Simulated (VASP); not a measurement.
The system is BaS.

```
Ba S
1.0
     0.00000    3.19375    3.19375
     3.19375    0.00000    3.19375
     3.19375    3.19375    0.00000
Ba S
1 1
Direct
  0.00000 0.00000 0.00000
  0.50000 0.50000 0.50000
```

Base run:

| Item | Value |
| --- | --- |
| Program | VASP 6.6.1 |
| Functional | SCAN |
| Potentials or basis | VASP PAW PBE potentials, release 64 (Ba_sv, S) |
| Cutoff | 520 eV |
| k mesh | 7 × 7 × 7 |
| Occupations | fermi-dirac, width 0.05 eV |
| Spin | no spin polarisation |

Its results: band gap on the k mesh 2.52 eV, indirect (least direct gap 2.67 eV).

Question: The run is repeated on the same cell with these changes: functional from SCAN to RPBE. What comes out?

Answer: Band gap on the k mesh 2.31 eV, indirect (least direct gap 2.45 eV).

SCAN gives the wider gap, since meta-GGAs in the generalised Kohn-Sham scheme recover part of the derivative discontinuity.

Caveats: spin-orbit coupling is left out, which moves the levels of the heavy elements.

A k mesh can miss the band edges.
